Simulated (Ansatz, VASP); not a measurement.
## PbO: VASP beside Ansatz

INCAR

```
PREC = Accurate
ENCUT = 520
EDIFF = 1E-6
ISMEAR = 0
SIGMA = 0.05
LREAL = F
LASPH = T
NELM = 100
ALGO = Fast
ISIF = 2
LWAVE = F
LCHARG = T
GGA = PS
LELF = T
LVHAR = T
NBANDS = 28
```

File KPOINTS:

```
regular mesh
0
Gamma
  8 8 6
```

POSCAR

```
PbO
1.0
    3.9744000000      0.0000000000      0.0000000000
    0.0000000000      3.9744000000      0.0000000000
    0.0000000000      0.0000000000      5.0220000000
Pb O
2 2
Direct
    0.0000000000      0.5000000000      0.2351000000
    0.5000000000      0.0000000000      0.7649000000
    0.0000000000      0.0000000000     -0.0597371565
    0.5000000000      0.5000000000      0.0000000000
```

Input for Ansatz:

```yaml
crystal:
  lattice:
    - [3.9744, 0.0, 0.0]
    - [0.0, 3.9744, 0.0]
    - [0.0, 0.0, 5.022]
  atoms:
    - { symbol: Pb, position: [0.0, 0.5, 0.2351] }
    - { symbol: Pb, position: [0.5, 0.0, 0.7649] }
    - { symbol: O, position: [0.0, 0.0, -0.0597371565] }
    - { symbol: O, position: [0.5, 0.5, 0.0] }
basis:
  ecutwfc: 420
kpoints:
  mp_grid: { grid: [8, 8, 6] }
hamiltonian:
  xc: pbesol
scf:
  occupations: { method: gaussian, width: 0.05 }
output:
  forces: true
  stress: true
  eigenvalues: true
```

Alike in both runs: task single point; functional PBEsol; k mesh 8 × 8 × 6; occupations gaussian, width 0.05 eV; no spin polarisation.

|  | VASP | Ansatz |
| --- | --- | --- |
| version | VASP 6.6.1 | Ansatz 0.2.0 |
| potentials or method | VASP PAW PBE potentials, release 64 (Pb_d, O) | scalar-relativistic, plane waves, PAW |
| plane-wave cutoff (eV) | 520 | 420 |
| valence electrons in the cell | 40 | 40 |

```tsv
	VASP	Ansatz	Ansatz less VASP
gap on the k mesh at the Fermi level (eV)	1.00	1.00	-0.005
least direct gap on the mesh (eV)	1.77	1.77	+0.001
pressure (GPa)	2.2	2.2	-0.06
largest component of the traceless stress (GPa)	5.80	5.67	-0.120
rms of the force components (eV/Å)	0.819	0.809	-0.0102
```

Atom by atom the forces differ by 0.018 eV/Å (rms over components).

Caveats: the PAW data sets were made with another functional, which shifts forces and pressure a little (VASP); spin-orbit coupling is left out, which as a rule narrows the gap of such compounds by several tenths of an eV. A k mesh can miss the band edges.
